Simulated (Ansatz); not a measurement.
Zone-centre phonons of ScAl₃ at 5 GPa: input and output

The calculation used DFT PBEsol, scalar-relativistic, plane waves, PAW (Ansatz).

Launched with:
```bash
ansatz run input.yaml --threads 1 --pin off --max-ram 3072MiB --backend cpu --events-out ev --progress --plain --runs-dir out
```

Input (bare energies are in eV):
```yaml
crystal:
  lattice:
    - [4.0067884651, 0.0, 0.0]
    - [0.0, 4.0067884651, 0.0]
    - [0.0, 0.0, 4.0067884651]
  atoms:
    - { symbol: Sc, position: [0.0, 0.0, 0.0] }
    - { symbol: Al, position: [0.5, 0.0, 0.5] }
    - { symbol: Al, position: [0.0, 0.5, 0.5] }
    - { symbol: Al, position: [0.5, 0.5, 0.0] }
basis:
  ecutwfc: 420
kpoints:
  mp_grid: { grid: [10, 10, 10] }
hamiltonian:
  xc: pbesol
scf:
  occupations: { method: fermi_dirac, width: 0.15 }
output:
  eigenvalues: true
phonons:
  method: dfpt
  eigenvectors: true
```

Results section of the output:
```
--- Phonons (Γ-DFPT): 3 representative perturbations + reference, on 216 of 1000 k-points (Σ response iterations 9) ---
  k mesh reduced under 8 symmetry operations, with k and −k counted as one. Each operation leaves every solved displacement unchanged or reverses it
  ASR residual: 1.428e-3 → 0.000e0 eV/Å²; symmetrization residual: 4.332e-6 eV/Å²
  ASR residual per site (eV/Å²): 1.43e-3 7.80e-5 7.80e-5 7.80e-5
  Γ frequencies (cm⁻¹): 0.00 0.00 0.00 261.50 261.50 261.50 278.77 278.77 278.77 363.63 363.63 363.63
  non-analytic LO–TO correction: not included (Born effective charges unavailable; polar crystals: no LO–TO splitting at Γ)
```

Time: 71 s on 1 thread of Intel(R) Xeon(R) Platinum 8259CL CPU @ 2.50GHz (Skylake/Cascade Lake), with other jobs on the host, peak memory 1 GiB.

In a metal, frequencies and elastic constants depend on the k mesh and the smearing, soft modes and shear constants most. Other phases may be more stable at this pressure.